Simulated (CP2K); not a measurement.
# As (R-3m) in CP2K: further runs, part 2 of 2

CP2K 2026.2. The steps go on from the part before.

### 3 Band structure, PBE

Input file as_bands.inp:

```
&GLOBAL
  PROJECT as_bands
  RUN_TYPE ENERGY_FORCE
  PRINT_LEVEL LOW
&END GLOBAL
&FORCE_EVAL
  METHOD QS
  STRESS_TENSOR ANALYTICAL
  &DFT
    BASIS_SET_FILE_NAME BASIS_MOLOPT
    POTENTIAL_FILE_NAME GTH_POTENTIALS
    &MGRID
      CUTOFF 450
      REL_CUTOFF 60
      NGRIDS 4
    &END MGRID
    &QS
      METHOD GPW
      EPS_DEFAULT 1.0E-9
    &END QS
    &KPOINTS
      SCHEME MONKHORST-PACK 9 9 9
      GAMMA_CENTERED T
      SYMMETRY T
      SYMMETRY_BACKEND SPGLIB
    &END KPOINTS
    &SCF
      SCF_GUESS ATOMIC
      EPS_SCF 1.0E-6
      MAX_SCF 100
      ADDED_MOS 10
      CHOLESKY OFF
      EPS_EIGVAL 1.0E-7
      &DIAGONALIZATION ON
        ALGORITHM STANDARD
      &END DIAGONALIZATION
      &MIXING ON
        METHOD BROYDEN_MIXING
        ALPHA 0.4
        BETA 1.5
        NBUFFER 8
      &END MIXING
      &SMEAR ON
        METHOD FERMI_DIRAC
        ELECTRONIC_TEMPERATURE [K] 580.226
      &END SMEAR
    &END SCF
    &XC
      &XC_FUNCTIONAL PBE
      &END XC_FUNCTIONAL
    &END XC
    &PRINT
      &KPOINTS ON
      &END KPOINTS
      &MULLIKEN ON
      &END MULLIKEN
      &MO ON
        ENERGIES T
        OCCUPATION_NUMBERS T
        &EACH
          QS_SCF 0
        &END EACH
        ADD_LAST NUMERIC
      &END MO
      &BAND_STRUCTURE
        FILE_NAME bands.bs
        ADDED_MOS 2
        &KPOINT_SET
          UNITS B_VECTOR
          NPOINTS 6
          SPECIAL_POINT GAMMA 0.00000000 0.00000000 0.00000000
          SPECIAL_POINT L 0.50000000 0.00000000 0.00000000
          SPECIAL_POINT B1 0.50000000 0.23032459 -0.23032459
        &END KPOINT_SET
        &KPOINT_SET
          UNITS B_VECTOR
          NPOINTS 6
          SPECIAL_POINT B 0.76967541 0.50000000 0.23032459
          SPECIAL_POINT Z 0.50000000 0.50000000 0.50000000
          SPECIAL_POINT GAMMA 0.00000000 0.00000000 0.00000000
          SPECIAL_POINT X 0.36516229 0.00000000 -0.36516229
        &END KPOINT_SET
        &KPOINT_SET
          UNITS B_VECTOR
          NPOINTS 6
          SPECIAL_POINT Q 0.63483771 0.36516229 0.00000000
          SPECIAL_POINT F 0.50000000 0.50000000 0.00000000
          SPECIAL_POINT P1 0.63483771 0.63483771 0.23032459
          SPECIAL_POINT Z 0.50000000 0.50000000 0.50000000
        &END KPOINT_SET
        &KPOINT_SET
          UNITS B_VECTOR
          NPOINTS 6
          SPECIAL_POINT L 0.50000000 0.00000000 0.00000000
          SPECIAL_POINT P 0.76967541 0.36516229 0.36516229
        &END KPOINT_SET
      &END BAND_STRUCTURE
    &END PRINT
  &END DFT
  &SUBSYS
    &CELL
      ABC 4.1310000000 4.1310000000 4.1310000000
      ALPHA_BETA_GAMMA 54.1670000003 54.1670000001 54.1670000003
      PERIODIC XYZ
    &END CELL
    &COORD
      As  2.0267180570 1.0363876458 0.7034081177
      As  6.9410609562 3.5493983976 2.4090171819
    &END COORD
    &KIND As
      BASIS_SET DZVP-MOLOPT-SR-GTH-q5
      POTENTIAL GTH-PADE-q5
    &END KIND
    &PRINT
      &ATOMIC_COORDINATES ON
      &END ATOMIC_COORDINATES
      &CELL ON
      &END CELL
    &END PRINT
  &END SUBSYS
  &PRINT
    &FORCES ON
    &END FORCES
    &STRESS_TENSOR ON
    &END STRESS_TENSOR
  &END PRINT
&END FORCE_EVAL
```

Potentials or basis: GTH_POTENTIALS As GTH-PADE-q5; DZVP-MOLOPT-SR-GTH basis.

Launch:

```bash
$ OMP_NUM_THREADS=1 cp2k.psmp -i as_bands.inp -o as_bands.out
```

as_bands.out:

```text

 CP2K| version string:                                       CP2K version 2026.2
 CP2K| Input file name                                              as_bands.inp

 GLOBAL| Force Environment number                                              1
 GLOBAL| Basis set file name                                        BASIS_MOLOPT
 GLOBAL| Potential file name                                      GTH_POTENTIALS
 GLOBAL| MM Potential file name                                     MM_POTENTIAL
 GLOBAL| Coordinate file name                                      __STD_INPUT__
 GLOBAL| Method name                                                        CP2K
 GLOBAL| Project name                                                   as_bands
 GLOBAL| Run type                                                   ENERGY_FORCE
 GLOBAL| FFT library                                                       FFTW3
[... 8 lines left out ...]
 GLOBAL| CPU model name                                                  UNKNOWN

 CELL| Volume [angstrom^3]:                                            43.060973
 CELL| Vector a [angstrom]:       4.131     0.000     0.000   |a| =     4.131000
 CELL| Vector b [angstrom]:       2.418     3.349     0.000   |b| =     4.131000
[... 501 lines left out ...]
 KPOINTS| Number of k-points in set    4                                       7
 KPOINTS| In units of b-vector [2pi/Bohr]
 KPOINTS| Special point     1           L     0.500000     0.000000     0.000000
 KPOINTS| Special point     2           P     0.769675     0.365162     0.365162

 ENERGY| Total FORCE_EVAL ( QS ) energy [hartree]            -12.769963537400034

 FORCES| Atomic forces [hartree/bohr]
 FORCES|   Atom     x               y               z               |f|
 FORCES|      1  3.46184921E-03  1.77026708E-03  1.20149472E-03   4.06962345E-03
 FORCES|      2 -3.46184916E-03 -1.77026706E-03 -1.20149470E-03   4.06962340E-03
 FORCES| Sum     4.51657045E-11  2.29617436E-11  1.50785634E-11
 FORCES| Total atomic force                                       5.28634619E-11

 STRESS| Analytical stress tensor [bar]
 STRESS|                        x                   y                   z
 STRESS|      x        9.38371882921E+03   2.15888456133E+03   1.46522014486E+03
 STRESS|      y        2.15888456133E+03   6.26593600686E+03   7.49263088148E+02
 STRESS|      z        1.46522014486E+03   7.49263088148E+02   5.67049842314E+03
 STRESS| 1/3 Trace                                             7.10671775307E+03
 STRESS| Determinant                                           2.93003842959E+11

 STRESS| Eigenvectors and eigenvalues of the analytical stress tensor [bar]
 STRESS|                        1                   2                   3
 STRESS| Eigenvalues   5.16194743289E+03   5.16197487292E+03   1.09962309534E+04
 STRESS|      x          -0.495507652661     -0.175664284663      0.850655174115
 STRESS|      y           0.851043627798     -0.294110164597      0.434998798463
 STRESS|      z           0.173772580513      0.939489898921      0.295231807378
```

bands.bs:

```text
# Set 1: 3 special points, 13 k-points, 17 bands
#  Special point 1          0.00000000     0.00000000     0.00000000  GAMMA
#  Special point 2          0.50000000     0.00000000     0.00000000  L
#  Special point 3          0.50000000     0.23032459    -0.23032459  B1
#  Point 1      Spin 1:     0.00000000     0.00000000     0.00000000       0.07692308
#   Band    Energy [eV]     Occupation
       1    -9.28321195     2.00000000
[... 980 lines left out ...]
#   Band    Energy [eV]     Occupation
       1    -6.65390436     2.00000000
       2    -5.40529108     2.00000000
       3     2.86548067     2.00000000
       4     2.95821041     2.00000000
       5     5.36419980     2.00000000
       6     5.49646272     0.00000000
[... 110 lines left out ...]
       3    -0.27249198     2.00000000
       4     2.01042872     2.00000000
       5     2.77109303     2.00000000
       6     8.11809275     0.00000000
[... 9 lines left out ...]
      16    23.74563544     0.00000000
      17    24.30521633     0.00000000
```

Run time: 10 s. Hardware: 1 thread of Arm Neoverse V2, shared host; peak memory 0.25 GiB.

What came out:

```
Free energy            : -347.4884 eV
Pressure               : 0.7 GPa
Largest force          : 0.209 eV/Å
Band gap on the k mesh : none (metal or under the smearing width)
```

Forces in eV/Å, atoms in the order of the input:
```
As   0.178  0.091  0.062
As  -0.178 -0.091 -0.062
```

Levels at the corners of the path, in eV from the Fermi level:
```
point  band 1  band 2  band 3  band 4  band 5  band 6  band 7  band 8  band 9  band 10
    Γ  -15.06   -6.04   -2.34   -2.07   -2.07    1.60    2.87    2.87    7.56     7.56
    L  -12.43  -11.19   -2.91   -2.82   -0.42   -0.28    0.49    1.43    9.95    10.77
   B1  -11.89  -10.73   -5.84   -5.31   -1.44    1.30    5.36    5.55    7.47     7.78
    B  -11.89  -10.73   -5.84   -5.31   -1.44    1.30    5.36    5.55    7.47     7.78
    Z  -13.88  -10.01   -1.84   -1.84   -0.64    0.77    0.77    1.81    9.58    10.85
    Γ  -15.06   -6.04   -2.34   -2.07   -2.07    1.60    2.87    2.87    7.56     7.56
    X  -11.72  -10.97   -6.10   -3.52   -3.52    3.23    3.30    5.99    6.24     9.43
    Q  -11.72  -10.97   -6.10   -3.52   -3.52    3.23    3.30    5.99    6.24     9.43
    F  -12.41   -9.87   -5.92   -4.14   -4.13    1.73    5.37    7.15    7.57    10.96
   P1  -12.41  -10.25   -6.05   -3.77   -3.01    2.34    3.81    6.29    7.45    10.30
    Z  -13.88  -10.01   -1.84   -1.84   -0.64    0.77    0.77    1.81    9.58    10.85
    L  -12.43  -11.19   -2.91   -2.82   -0.42   -0.28    0.49    1.43    9.95    10.77
    P  -12.41  -10.25   -6.05   -3.77   -3.01    2.34    3.81    6.29    7.45    10.30
```

Caveat: the potentials were made for another functional, which shifts forces and pressure; the basis of atomic orbitals isn't converged, which shifts pressures, moduli and gaps.

### 4 Band structure, PBE

Edit as_bands.inp of step 3 so:

```diff
@@ -111,3 +111,3 @@
       BASIS_SET DZVP-MOLOPT-SR-GTH-q5
-      POTENTIAL GTH-PADE-q5
+      POTENTIAL GTH-BLYP-q5
     &END KIND
```

Potentials or basis: GTH_POTENTIALS As GTH-BLYP-q5; DZVP-MOLOPT-SR-GTH basis.

Launch:

```bash
$ OMP_NUM_THREADS=1 cp2k.psmp -i as_bands.inp -o as_bands.out
```

It took 10 s on 1 thread of Arm Neoverse V2, shared host; peak memory 0.25 GiB.

The run converged. Its results:

```yaml
Free_energy: -343.6670 eV
Pressure: 3.8 GPa
Largest_force: 0.549 eV/Å
Band_gap_on_the_k_mesh: none (metal or under the smearing width)
```

Forces on the atoms (eV/Å):
```
As   0.467  0.239  0.162
As  -0.467 -0.239 -0.162
```

Stress tensor (GPa, compression positive):
```
 3.59 -0.25 -0.17
-0.25  3.94 -0.09
-0.17 -0.09  4.01
```

Levels at the corners of the path, in eV from the Fermi level:
```
point  band 1  band 2  band 3  band 4  band 5  band 6  band 7  band 8  band 9  band 10
    Γ  -15.09   -5.88   -2.36   -2.05   -2.05    1.57    2.91    2.91    7.42     7.42
    L  -12.40  -11.16   -2.92   -2.84   -0.38   -0.33    0.40    1.40    9.82    10.71
   B1  -11.84  -10.68   -5.93   -5.40   -1.42    1.29    5.42    5.61    7.39     7.71
    B  -11.84  -10.68   -5.93   -5.40   -1.42    1.29    5.42    5.61    7.39     7.71
    Z  -13.86  -10.01   -1.84   -1.84   -0.63    0.76    0.76    1.87    9.45    10.72
    Γ  -15.09   -5.88   -2.36   -2.05   -2.05    1.57    2.91    2.91    7.42     7.42
    X  -11.67  -10.92   -6.20   -3.57   -3.56    3.27    3.34    5.83    6.40     9.31
    Q  -11.67  -10.92   -6.20   -3.57   -3.56    3.27    3.34    5.83    6.40     9.31
    F  -12.37   -9.81   -5.99   -4.20   -4.17    1.59    5.51    7.34    7.64    10.81
   P1  -12.37  -10.20   -6.15   -3.80   -3.04    2.31    3.87    6.43    7.39    10.21
    Z  -13.86  -10.01   -1.84   -1.84   -0.63    0.76    0.76    1.87    9.45    10.72
    L  -12.40  -11.16   -2.92   -2.84   -0.38   -0.33    0.40    1.40    9.82    10.71
    P  -12.37  -10.20   -6.15   -3.80   -3.04    2.31    3.87    6.43    7.39    10.21
```

Caveat: the potentials were made for another functional, which shifts forces and pressure; the basis of atomic orbitals isn't converged, which shifts pressures, moduli and gaps.

### 5 Band structure, PBE

Edit as_bands.inp of step 4 so:

```diff
@@ -10,3 +10,3 @@
     BASIS_SET_FILE_NAME BASIS_MOLOPT
-    POTENTIAL_FILE_NAME GTH_POTENTIALS
+    POTENTIAL_FILE_NAME POTENTIAL_UZH
     &MGRID
@@ -111,3 +111,3 @@
       BASIS_SET DZVP-MOLOPT-SR-GTH-q5
-      POTENTIAL GTH-BLYP-q5
+      POTENTIAL GTH-SCAN-q5
     &END KIND
```

Potentials or basis: POTENTIAL_UZH As GTH-SCAN-q5; DZVP-MOLOPT-SR-GTH basis.

Launch:

```bash
$ OMP_NUM_THREADS=1 cp2k.psmp -i as_bands.inp -o as_bands.out
```

It took 9.8 s on 1 thread of Arm Neoverse V2, shared host; peak memory 0.25 GiB.

It converged, with:

- Free energy: -345.7110 eV
- Pressure: 1.5 GPa
- Largest force: 0.299 eV/Å
- Band gap on the k mesh: none (metal or under the smearing width)

Forces on the atoms (eV/Å):
```
As   0.254  0.130  0.088
As  -0.254 -0.130 -0.088
```

Stress tensor (GPa, compression positive):
```
1.55 0.06 0.04
0.06 1.46 0.02
0.04 0.02 1.45
```

Levels at the corners of the path, in eV from the Fermi level:
```csv
point,band 1,band 2,band 3,band 4,band 5,band 6,band 7,band 8,band 9,band 10
Γ,-14.93,-5.82,-2.35,-2.07,-2.07,1.55,2.83,2.83,7.34,7.34
L,-12.26,-11.03,-2.92,-2.82,-0.40,-0.30,0.43,1.38,9.70,10.67
B1,-11.70,-10.55,-5.86,-5.33,-1.43,1.28,5.29,5.49,7.35,7.65
B,-11.70,-10.55,-5.86,-5.33,-1.43,1.28,5.29,5.49,7.35,7.65
Z,-13.70,-9.89,-1.85,-1.85,-0.61,0.74,0.74,1.82,9.47,10.61
Γ,-14.93,-5.82,-2.35,-2.07,-2.07,1.55,2.83,2.83,7.34,7.34
X,-11.53,-10.80,-6.12,-3.53,-3.52,3.21,3.27,5.83,6.22,9.27
Q,-11.53,-10.80,-6.12,-3.53,-3.52,3.21,3.27,5.83,6.22,9.27
F,-12.23,-9.70,-5.91,-4.15,-4.14,1.61,5.34,7.15,7.53,10.71
P1,-12.23,-10.08,-6.07,-3.78,-3.00,2.28,3.77,6.26,7.29,10.15
Z,-13.70,-9.89,-1.85,-1.85,-0.61,0.74,0.74,1.82,9.47,10.61
L,-12.26,-11.03,-2.92,-2.82,-0.40,-0.30,0.43,1.38,9.70,10.67
P,-12.23,-10.08,-6.07,-3.78,-3.00,2.28,3.77,6.26,7.29,10.15
```

Caveat: the potentials were made for another functional, which shifts forces and pressure; the basis of atomic orbitals isn't converged, which shifts pressures, moduli and gaps.

### 6 Band structure, PBE

Edit as_bands.inp of step 5 so:

```diff
@@ -111,3 +111,3 @@
       BASIS_SET DZVP-MOLOPT-SR-GTH-q5
-      POTENTIAL GTH-SCAN-q5
+      POTENTIAL GTH-PBE0-q5
     &END KIND
```

Potentials or basis: POTENTIAL_UZH As GTH-PBE0-q5; DZVP-MOLOPT-SR-GTH basis.

Launch:

```bash
$ OMP_NUM_THREADS=1 cp2k.psmp -i as_bands.inp -o as_bands.out
```

Run time: 11 s. Hardware: 1 thread of Arm Neoverse V2, shared host; peak memory 0.25 GiB.

Results (log left out):

```
Free energy            : -344.5048 eV
Pressure               : 2.9 GPa
Largest force          : 0.460 eV/Å
Band gap on the k mesh : none (metal or under the smearing width)
```

Forces in eV/Å, atoms in the order of the input:
```
As   0.391  0.200  0.136
As  -0.391 -0.200 -0.136
```

Stress tensor (GPa, compression positive):
```
 2.78 -0.14 -0.09
-0.14  2.98 -0.05
-0.09 -0.05  3.02
```

Levels at the corners of the path, in eV from the Fermi level:
| point | band 1 | band 2 | band 3 | band 4 | band 5 | band 6 | band 7 | band 8 | band 9 | band 10 |
| --- | --- | --- | --- | --- | --- | --- | --- | --- | --- | --- |
| Γ | -15.03 | -5.88 | -2.34 | -2.04 | -2.04 | 1.56 | 2.89 | 2.89 | 7.32 | 7.32 |
| L | -12.35 | -11.11 | -2.90 | -2.81 | -0.38 | -0.32 | 0.41 | 1.40 | 9.68 | 10.67 |
| B1 | -11.79 | -10.63 | -5.89 | -5.36 | -1.41 | 1.28 | 5.37 | 5.56 | 7.34 | 7.65 |
| B | -11.79 | -10.63 | -5.89 | -5.36 | -1.41 | 1.28 | 5.37 | 5.56 | 7.34 | 7.65 |
| Z | -13.80 | -9.97 | -1.83 | -1.83 | -0.63 | 0.76 | 0.76 | 1.85 | 9.44 | 10.59 |
| Γ | -15.03 | -5.88 | -2.34 | -2.04 | -2.04 | 1.56 | 2.89 | 2.89 | 7.32 | 7.32 |
| X | -11.62 | -10.88 | -6.15 | -3.54 | -3.54 | 3.25 | 3.32 | 5.79 | 6.33 | 9.25 |
| Q | -11.62 | -10.88 | -6.15 | -3.54 | -3.54 | 3.25 | 3.32 | 5.79 | 6.33 | 9.25 |
| F | -12.32 | -9.78 | -5.95 | -4.17 | -4.14 | 1.58 | 5.45 | 7.27 | 7.59 | 10.68 |
| P1 | -12.32 | -10.16 | -6.10 | -3.77 | -3.02 | 2.29 | 3.84 | 6.37 | 7.29 | 10.14 |
| Z | -13.80 | -9.97 | -1.83 | -1.83 | -0.63 | 0.76 | 0.76 | 1.85 | 9.44 | 10.59 |
| L | -12.35 | -11.11 | -2.90 | -2.81 | -0.38 | -0.32 | 0.41 | 1.40 | 9.68 | 10.67 |
| P | -12.32 | -10.16 | -6.10 | -3.77 | -3.02 | 2.29 | 3.84 | 6.37 | 7.29 | 10.14 |

Caveat: the basis of atomic orbitals isn't converged, which shifts pressures, moduli and gaps.

### 7 Overview

```tsv
potentials or basis	potentials	gap on the mesh (eV)	pressure (GPa)	largest force (eV/Å)
GTH_POTENTIALS As GTH-PBE-q5; DZVP-MOLOPT-SR-GTH basis	As GTH-PBE-q5 of GTH_POTENTIALS	none	4.4	0.59
GTH_POTENTIALS As GTH-PADE-q5; DZVP-MOLOPT-SR-GTH basis	As GTH-PADE-q5 of GTH_POTENTIALS	none	0.7	0.21
GTH_POTENTIALS As GTH-BLYP-q5; DZVP-MOLOPT-SR-GTH basis	As GTH-BLYP-q5 of GTH_POTENTIALS	none	3.8	0.55
POTENTIAL_UZH As GTH-SCAN-q5; DZVP-MOLOPT-SR-GTH basis	As GTH-SCAN-q5 of POTENTIAL_UZH	none	1.5	0.30
POTENTIAL_UZH As GTH-PBE0-q5; DZVP-MOLOPT-SR-GTH basis	As GTH-PBE0-q5 of POTENTIAL_UZH	none	2.9	0.46
```

Alike in all rows: task band structure; level PBE; no spin polarisation; cell as given; k mesh 9 × 9 × 9; smearing fermi-dirac 0.05 eV.

Caveats: the basis of atomic orbitals isn't converged, which shifts pressures, moduli and gaps; the potentials were made for another functional, which shifts forces and pressure (some runs).

Absolute energies hang on the potentials; compare differences alone.
